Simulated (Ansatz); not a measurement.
Input, command and steps of an Ansatz relaxation.

```yaml
crystal:
  lattice:
    - [-6.6999343902, -6.6999343902, -6.6999343902]
    - [6.6999343902, 6.6999343902, -6.6999343902]
    - [6.6999343902, -6.6999343902, 6.6999343902]
  atoms:
    - { symbol: K, position: [0.2509630581, 0.5009630581, 0.2503727166] }
    - { symbol: K, position: [0.2509630581, 0.2503727166, 0.5009630581] }
    - { symbol: K, position: [0.0003727166, 0.5009630581, 0.5009630581] }
    - { symbol: K, position: [0.2490369419, 0.0, 0.7494096585] }
    - { symbol: K, position: [0.0005903415, 0.2505903415, 0.7496272834] }
    - { symbol: K, position: [0.75, 0.4990369419, 0.7494096585] }
    - { symbol: K, position: [0.2490369419, 0.7494096585, 0.0] }
    - { symbol: K, position: [0.9990923455, 0.0, 0.0] }
    - { symbol: K, position: [0.75, 0.2490923455, 0.0] }
    - { symbol: K, position: [0.4994096585, 0.4990369419, 0.0] }
    - { symbol: K, position: [0.0005903415, 0.7496272834, 0.2505903415] }
    - { symbol: K, position: [0.75, 0.0, 0.2490923455] }
    - { symbol: K, position: [0.4996272834, 0.2505903415, 0.2505903415] }
    - { symbol: K, position: [0.75, 0.7494096585, 0.4990369419] }
    - { symbol: K, position: [0.4994096585, 0.0, 0.4990369419] }
    - { symbol: K, position: [0.5009076545, 0.7509076545, 0.7509076545] }
    - { symbol: Br, position: [0.2505606286, 0.7503584488, 0.5005606286] }
    - { symbol: Br, position: [0.2505606286, 0.5005606286, 0.7503584488] }
    - { symbol: Br, position: [-0.0003584488, 0.7502021798, 0.7502021798] }
    - { symbol: Br, position: [0.2494393714, 0.2497978202, 0.0] }
    - { symbol: Br, position: [-0.0002021798, 0.4994393714, 0.0] }
    - { symbol: Br, position: [0.75, 0.7473525554, 0.0] }
    - { symbol: Br, position: [0.2494393714, 0.0, 0.2497978202] }
    - { symbol: Br, position: [0.0026474446, 0.2526474446, 0.2526474446] }
    - { symbol: Br, position: [0.75, 0.4994393714, 0.2497978202] }
    - { symbol: Br, position: [0.5002021798, 0.7502021798, 0.2496415512] }
    - { symbol: Br, position: [-0.0002021798, 0.0, 0.4994393714] }
    - { symbol: Br, position: [0.75, 0.2497978202, 0.4994393714] }
    - { symbol: Br, position: [0.5003584488, 0.5005606286, 0.5005606286] }
    - { symbol: Br, position: [0.75, 0.0, 0.7473525554] }
    - { symbol: Br, position: [0.5002021798, 0.2496415512, 0.7502021798] }
    - { symbol: Br, position: [0.4973525554, 0.0, 0.0] }
    - { symbol: H, position: [0.75, 0.0, 0.0] }
  host:
    lattice:
      - [0.0, 3.3499671951, 3.3499671951]
      - [3.3499671951, 0.0, 3.3499671951]
      - [3.3499671951, 3.3499671951, 0.0]
    atoms:
      - { symbol: K, position: [0.0, 0.0, 0.0] }
      - { symbol: Br, position: [0.5, 0.5, 0.5] }
total_charge: 1
basis:
  ecutwfc: 420
  xc_grid: 2
kpoints:
  mp_grid: { grid: [2, 2, 2], shift: [0.5, 0.5, 0.5] }
hamiltonian:
  xc: pbe
scf:
  occupations: { method: gaussian, width: 0.01 }
output:
  forces: true
  stress: false
  eigenvalues: true
  charged_corrections:
    defect_position: [0.75, 0.0, 0.0]
    epsilon: [[5.6559, 0.0, 0.0], [0.0, 5.6559, 0.0], [0.0, 0.0, 5.6559]]
relax:
  adjacent_minimum: "off"
  f_tol: 0.025
  max_steps: 45
```

```bash
ansatz run input.yaml --threads 4 --pin off --max-ram 6144MiB --backend cpu --events-out ev --progress --plain --runs-dir out
```

These are results of DFT PBE, scalar-relativistic, plane waves, PAW in Ansatz 0.2.0, not measurements.

The cell holds a point defect: H interstitial, charge +1.

Of 6 frames 6 are shown, positions in Å and forces in eV/Å; the SCF threshold varies from step to step.

```xyz
33
Lattice="-6.6999 -6.6999 -6.6999 6.6999 6.6999 -6.6999 6.6999 -6.6999 6.6999" Properties=species:S:1:pos:R:3:forces:R:3 pbc="T T T" step=1 free_energy_over_end_meV_per_atom=38.67
K     3.3525   -0.0025   -3.3604   -0.0084    0.0084   -0.1345
K     3.3525   -3.3604   -0.0025   -0.0084   -0.1345    0.0084
K     6.7103   -0.0025   -0.0025    0.1345    0.0084    0.0084
K     3.3525   -6.6895    3.3525   -0.0084    0.1345   -0.0084
K     6.6974   -3.3475    3.3396    0.0084   -0.0084   -0.1345
K     3.3396   -6.7024   -3.3475   -0.1345    0.0084   -0.0084
K     3.3525    3.3525   -6.6895   -0.0084   -0.0084    0.1345
K    -6.6939   -6.6939   -6.6939   -0.1911   -0.1911   -0.1911
K    -3.3560   -3.3560   -6.6939    0.1911    0.1911   -0.1911
K    -0.0025   -0.0025   -6.6895    0.0084    0.0084    0.1345
K     6.6974    3.3396   -3.3475    0.0084   -0.1345   -0.0084
K    -3.3560   -6.6939   -3.3560    0.1911   -0.1911    0.1911
K     0.0104   -3.3475   -3.3475    0.1345   -0.0084   -0.0084
K     3.3396   -3.3475   -6.7024   -0.1345   -0.0084    0.0084
K    -0.0025   -6.6895   -0.0025    0.0084    0.1345    0.0084
K     6.7060   -3.3560   -3.3560   -0.1911    0.1911    0.1911
Br    6.7023   -0.0051   -3.3524   -0.0107   -0.0510    0.0107
Br    6.7023   -3.3524   -0.0051   -0.0107    0.0107   -0.0510
Br   10.0550    0.0024    0.0024    0.0510   -0.0107   -0.0107
Br    0.0024    0.0024   -3.3449   -0.0107   -0.0107    0.0510
Br    3.3476    3.3476   -3.3449    0.0107    0.0107    0.0510
Br   -0.0177   -0.0177  -10.0322    0.3702    0.3702   -0.3702
Br    0.0024   -3.3449    0.0024   -0.0107    0.0510   -0.0107
Br    3.3677   -0.0177   -0.0177   -0.3702    0.3702    0.3702
Br   -0.0051   -3.3524   -6.6975   -0.0510    0.0107   -0.0107
Br    3.3476    0.0024   -6.7050    0.0107   -0.0107   -0.0510
Br    3.3476   -3.3449    3.3476    0.0107    0.0510    0.0107
Br   -0.0051   -6.6975   -3.3524   -0.0510   -0.0107    0.0107
Br    3.3551   -3.3524   -3.3524    0.0510    0.0107    0.0107
Br   -0.0177  -10.0322   -0.0177    0.3702   -0.3702    0.3702
Br    3.3476   -6.7050    0.0024    0.0107   -0.0510   -0.0107
Br   -3.3322   -3.3322   -3.3322   -0.3702   -0.3702   -0.3702
H    -5.0250   -5.0250   -5.0250    0.0000    0.0000    0.0000
33
Lattice="-6.6999 -6.6999 -6.6999 6.6999 6.6999 -6.6999 6.6999 -6.6999 6.6999" Properties=species:S:1:pos:R:3:forces:R:3 pbc="T T T" step=2 free_energy_over_end_meV_per_atom=20.07
K     3.3369    0.0131   -3.3545   -0.0094    0.0094   -0.0724
K     3.3369   -3.3545    0.0131   -0.0094   -0.0724    0.0094
K     6.7044    0.0131    0.0131    0.0724    0.0094    0.0094
K     3.3369   -6.6954    3.3369   -0.0094    0.0724   -0.0094
K     6.7130   -3.3631    3.3455    0.0094   -0.0094   -0.0724
K     3.3455   -6.6868   -3.3631   -0.0724    0.0094   -0.0094
K     3.3369    3.3369   -6.6954   -0.0094   -0.0094    0.0724
K    -6.7694   -6.7694   -6.7694   -0.0972   -0.0972   -0.0972
K    -3.2805   -3.2805   -6.7694    0.0972    0.0972   -0.0972
K     0.0131    0.0131   -6.6954    0.0094    0.0094    0.0724
K     6.7130    3.3455   -3.3631    0.0094   -0.0724   -0.0094
K    -3.2805   -6.7694   -3.2805    0.0972   -0.0972    0.0972
K     0.0045   -3.3631   -3.3631    0.0724   -0.0094   -0.0094
K     3.3455   -3.3631   -6.6868   -0.0724   -0.0094    0.0094
K     0.0131   -6.6954    0.0131    0.0094    0.0724    0.0094
K     6.6305   -3.2805   -3.2805   -0.0972    0.0972    0.0972
Br    6.6871    0.0090   -3.3372   -0.0113   -0.0102    0.0113
Br    6.6871   -3.3372    0.0090   -0.0113    0.0113   -0.0102
Br   10.0409   -0.0128   -0.0128    0.0102   -0.0113   -0.0113
Br   -0.0128   -0.0128   -3.3589   -0.0113   -0.0113    0.0102
Br    3.3628    3.3628   -3.3589    0.0113    0.0113    0.0102
Br    0.0948    0.0948  -10.1447    0.3368    0.3368   -0.3368
Br   -0.0128   -3.3589   -0.0128   -0.0113    0.0102   -0.0113
Br    3.2552    0.0948    0.0948   -0.3368    0.3368    0.3368
Br    0.0090   -3.3372   -6.7127   -0.0102    0.0113   -0.0113
Br    3.3628   -0.0128   -6.6910    0.0113   -0.0113   -0.0102
Br    3.3628   -3.3589    3.3628    0.0113    0.0102    0.0113
Br    0.0090   -6.7127   -3.3372   -0.0102   -0.0113    0.0113
Br    3.3410   -3.3372   -3.3372    0.0102    0.0113    0.0113
Br    0.0948  -10.1447    0.0948    0.3368   -0.3368    0.3368
Br    3.3628   -6.6910   -0.0128    0.0113   -0.0102   -0.0113
Br   -3.4447   -3.4447   -3.4447   -0.3368   -0.3368   -0.3368
H    -5.0250   -5.0250   -5.0250    0.0000    0.0000    0.0000
33
Lattice="-6.6999 -6.6999 -6.6999 6.6999 6.6999 -6.6999 6.6999 -6.6999 6.6999" Properties=species:S:1:pos:R:3:forces:R:3 pbc="T T T" step=3 free_energy_over_end_meV_per_atom=7.34
K     3.3311    0.0188   -3.3575   -0.0142    0.0142   -0.0200
K     3.3311   -3.3575    0.0188   -0.0142   -0.0200    0.0142
K     6.7075    0.0188    0.0188    0.0200    0.0142    0.0142
K     3.3311   -6.6924    3.3311   -0.0142    0.0200   -0.0142
K     6.7188   -3.3688    3.3424    0.0142   -0.0142   -0.0200
K     3.3424   -6.6811   -3.3688   -0.0200    0.0142   -0.0142
K     3.3311    3.3311   -6.6924   -0.0142   -0.0142    0.0200
K    -6.8026   -6.8026   -6.8026   -0.0645   -0.0645   -0.0645
K    -3.2473   -3.2473   -6.8026    0.0645    0.0645   -0.0645
K     0.0188    0.0188   -6.6924    0.0142    0.0142    0.0200
K     6.7188    3.3424   -3.3688    0.0142   -0.0200   -0.0142
K    -3.2473   -6.8026   -3.2473    0.0645   -0.0645    0.0645
K     0.0076   -3.3688   -3.3688    0.0200   -0.0142   -0.0142
K     3.3424   -3.3688   -6.6811   -0.0200   -0.0142    0.0142
K     0.0188   -6.6924    0.0188    0.0142    0.0200    0.0142
K     6.5973   -3.2473   -3.2473   -0.0645    0.0645    0.0645
Br    6.6816    0.0137   -3.3317   -0.0154    0.0244    0.0154
Br    6.6816   -3.3317    0.0137   -0.0154    0.0154    0.0244
Br   10.0362   -0.0183   -0.0183   -0.0244   -0.0154   -0.0154
Br   -0.0183   -0.0183   -3.3637   -0.0154   -0.0154   -0.0244
Br    3.3683    3.3683   -3.3637    0.0154    0.0154   -0.0244
Br    0.2073    0.2073  -10.2572    0.2190    0.2190   -0.2190
Br   -0.0183   -3.3637   -0.0183   -0.0154   -0.0244   -0.0154
Br    3.1427    0.2073    0.2073   -0.2190    0.2190    0.2190
Br    0.0137   -3.3317   -6.7182    0.0244    0.0154   -0.0154
Br    3.3683   -0.0183   -6.6862    0.0154   -0.0154    0.0244
Br    3.3683   -3.3637    3.3683    0.0154   -0.0244    0.0154
Br    0.0137   -6.7182   -3.3317    0.0244   -0.0154    0.0154
Br    3.3363   -3.3317   -3.3317   -0.0244    0.0154    0.0154
Br    0.2073  -10.2572    0.2073    0.2190   -0.2190    0.2190
Br    3.3683   -6.6862   -0.0183    0.0154    0.0244   -0.0154
Br   -3.5573   -3.5573   -3.5573   -0.2190   -0.2190   -0.2190
H    -5.0250   -5.0250   -5.0250    0.0000    0.0000    0.0000
33
Lattice="-6.6999 -6.6999 -6.6999 6.6999 6.6999 -6.6999 6.6999 -6.6999 6.6999" Properties=species:S:1:pos:R:3:forces:R:3 pbc="T T T" step=4 free_energy_over_end_meV_per_atom=0.73
K     3.3145    0.0355   -3.3394   -0.0149    0.0149   -0.0014
K     3.3145   -3.3394    0.0355   -0.0149   -0.0014    0.0149
K     6.6894    0.0355    0.0355    0.0014    0.0149    0.0149
K     3.3145   -6.7105    3.3145   -0.0149    0.0014   -0.0149
K     6.7355   -3.3855    3.3605    0.0149   -0.0149   -0.0014
K     3.3605   -6.6644   -3.3855   -0.0014    0.0149   -0.0149
K     3.3145    3.3145   -6.7105   -0.0149   -0.0149    0.0014
K    -6.8415   -6.8415   -6.8415   -0.0537   -0.0537   -0.0537
K    -3.2084   -3.2084   -6.8415    0.0537    0.0537   -0.0537
K     0.0355    0.0355   -6.7105    0.0149    0.0149    0.0014
K     6.7355    3.3605   -3.3855    0.0149   -0.0014   -0.0149
K    -3.2084   -6.8415   -3.2084    0.0537   -0.0537    0.0537
K    -0.0105   -3.3855   -3.3855    0.0014   -0.0149   -0.0149
K     3.3605   -3.3855   -6.6644   -0.0014   -0.0149    0.0149
K     0.0355   -6.7105    0.0355    0.0149    0.0014    0.0149
K     6.5583   -3.2084   -3.2084   -0.0537    0.0537    0.0537
Br    6.6651    0.0468   -3.3151   -0.0142    0.0099    0.0142
Br    6.6651   -3.3151    0.0468   -0.0142    0.0142    0.0099
Br   10.0031   -0.0348   -0.0348   -0.0099   -0.0142   -0.0142
Br   -0.0348   -0.0348   -3.3968   -0.0142   -0.0142   -0.0099
Br    3.3848    3.3848   -3.3968    0.0142    0.0142   -0.0099
Br    0.3198    0.3198  -10.3697    0.0142    0.0142   -0.0142
Br   -0.0348   -3.3968   -0.0348   -0.0142   -0.0099   -0.0142
Br    3.0302    0.3198    0.3198   -0.0142    0.0142    0.0142
Br    0.0468   -3.3151   -6.7348    0.0099    0.0142   -0.0142
Br    3.3848   -0.0348   -6.6531    0.0142   -0.0142    0.0099
Br    3.3848   -3.3968    3.3848    0.0142   -0.0099    0.0142
Br    0.0468   -6.7348   -3.3151    0.0099   -0.0142    0.0142
Br    3.3031   -3.3151   -3.3151   -0.0099    0.0142    0.0142
Br    0.3198  -10.3697    0.3198    0.0142   -0.0142    0.0142
Br    3.3848   -6.6531   -0.0348    0.0142    0.0099   -0.0142
Br   -3.6698   -3.6698   -3.6698   -0.0142   -0.0142   -0.0142
H    -5.0250   -5.0250   -5.0250    0.0000    0.0000    0.0000
33
Lattice="-6.6999 -6.6999 -6.6999 6.6999 6.6999 -6.6999 6.6999 -6.6999 6.6999" Properties=species:S:1:pos:R:3:forces:R:3 pbc="T T T" step=5 free_energy_over_end_meV_per_atom=0.29
K     3.2647    0.0853   -3.3171    0.0180   -0.0180    0.0075
K     3.2647   -3.3171    0.0853    0.0180    0.0075   -0.0180
K     6.6671    0.0853    0.0853   -0.0075   -0.0180   -0.0180
K     3.2647   -6.7328    3.2647    0.0180   -0.0075    0.0180
K     6.7852   -3.4353    3.3828   -0.0180    0.0180    0.0075
K     3.3828   -6.6146   -3.4353    0.0075   -0.0180    0.0180
K     3.2647    3.2647   -6.7328    0.0180    0.0180   -0.0075
K    -6.8889   -6.8889   -6.8889   -0.0010   -0.0010   -0.0010
K    -3.1610   -3.1610   -6.8889    0.0010    0.0010   -0.0010
K     0.0853    0.0853   -6.7328   -0.0180   -0.0180   -0.0075
K     6.7852    3.3828   -3.4353   -0.0180    0.0075    0.0180
K    -3.1610   -6.8889   -3.1610    0.0010   -0.0010    0.0010
K    -0.0328   -3.4353   -3.4353   -0.0075    0.0180    0.0180
K     3.3828   -3.4353   -6.6146    0.0075    0.0180   -0.0180
K     0.0853   -6.7328    0.0853   -0.0180   -0.0075   -0.0180
K     6.5109   -3.1610   -3.1610   -0.0010    0.0010    0.0010
Br    6.6168    0.0864   -3.2668    0.0170   -0.0064   -0.0170
Br    6.6168   -3.2668    0.0864    0.0170   -0.0170   -0.0064
Br    9.9635   -0.0832   -0.0832    0.0064    0.0170    0.0170
Br   -0.0832   -0.0832   -3.4363    0.0170    0.0170    0.0064
Br    3.4331    3.4331   -3.4363   -0.0170   -0.0170    0.0064
Br    0.3399    0.3399  -10.3898   -0.0086   -0.0086    0.0086
Br   -0.0832   -3.4363   -0.0832    0.0170    0.0064    0.0170
Br    3.0101    0.3399    0.3399    0.0086   -0.0086   -0.0086
Br    0.0864   -3.2668   -6.7831   -0.0064   -0.0170    0.0170
Br    3.4331   -0.0832   -6.6136   -0.0170    0.0170   -0.0064
Br    3.4331   -3.4363    3.4331   -0.0170    0.0064   -0.0170
Br    0.0864   -6.7831   -3.2668   -0.0064    0.0170   -0.0170
Br    3.2636   -3.2668   -3.2668    0.0064   -0.0170   -0.0170
Br    0.3399  -10.3898    0.3399   -0.0086    0.0086   -0.0086
Br    3.4331   -6.6136   -0.0832   -0.0170   -0.0064    0.0170
Br   -3.6898   -3.6898   -3.6898    0.0086    0.0086    0.0086
H    -5.0250   -5.0250   -5.0250    0.0000    0.0000    0.0000
33
Lattice="-6.6999 -6.6999 -6.6999 6.6999 6.6999 -6.6999 6.6999 -6.6999 6.6999" Properties=species:S:1:pos:R:3:forces:R:3 pbc="T T T" step=6 free_energy_over_end_meV_per_atom=0.00
K     3.2895    0.0604   -3.3191   -0.0040    0.0040   -0.0006
K     3.2895   -3.3191    0.0604   -0.0040   -0.0006    0.0040
K     6.6691    0.0604    0.0604    0.0006    0.0040    0.0040
K     3.2895   -6.7308    3.2895   -0.0040    0.0006   -0.0040
K     6.7604   -3.4104    3.3808    0.0040   -0.0040   -0.0006
K     3.3808   -6.6395   -3.4104   -0.0006    0.0040   -0.0040
K     3.2895    3.2895   -6.7308   -0.0040   -0.0040    0.0006
K    -6.8830   -6.8830   -6.8830    0.0055    0.0055    0.0055
K    -3.1669   -3.1669   -6.8830   -0.0055   -0.0055    0.0055
K     0.0604    0.0604   -6.7308    0.0040    0.0040    0.0006
K     6.7604    3.3808   -3.4104    0.0040   -0.0006   -0.0040
K    -3.1669   -6.8830   -3.1669   -0.0055    0.0055   -0.0055
K    -0.0308   -3.4104   -3.4104    0.0006   -0.0040   -0.0040
K     3.3808   -3.4104   -6.6395   -0.0006   -0.0040    0.0040
K     0.0604   -6.7308    0.0604    0.0040    0.0006    0.0040
K     6.5168   -3.1669   -3.1669    0.0055   -0.0055   -0.0055
Br    6.6400    0.0765   -3.2900   -0.0003   -0.0030    0.0003
Br    6.6400   -3.2900    0.0765   -0.0003    0.0003   -0.0030
Br    9.9734   -0.0600   -0.0600    0.0030   -0.0003   -0.0003
Br   -0.0600   -0.0600   -3.4265   -0.0003   -0.0003    0.0030
Br    3.4099    3.4099   -3.4265    0.0003    0.0003    0.0030
Br    0.3346    0.3346  -10.3845   -0.0003   -0.0003    0.0003
Br   -0.0600   -3.4265   -0.0600   -0.0003    0.0030   -0.0003
Br    3.0154    0.3346    0.3346    0.0003   -0.0003   -0.0003
Br    0.0765   -3.2900   -6.7599   -0.0030    0.0003   -0.0003
Br    3.4099   -0.0600   -6.6234    0.0003   -0.0003   -0.0030
Br    3.4099   -3.4265    3.4099    0.0003    0.0030    0.0003
Br    0.0765   -6.7599   -3.2900   -0.0030   -0.0003    0.0003
Br    3.2735   -3.2900   -3.2900    0.0030    0.0003    0.0003
Br    0.3346  -10.3845    0.3346   -0.0003    0.0003   -0.0003
Br    3.4099   -6.6234   -0.0600    0.0003   -0.0030   -0.0003
Br   -3.6845   -3.6845   -3.6845    0.0003    0.0003    0.0003
H    -5.0250   -5.0250   -5.0250    0.0000    0.0000    0.0000
```

It took 120 s on 4 threads of Arm Neoverse V1 (shared host), peak memory 2.1 GiB.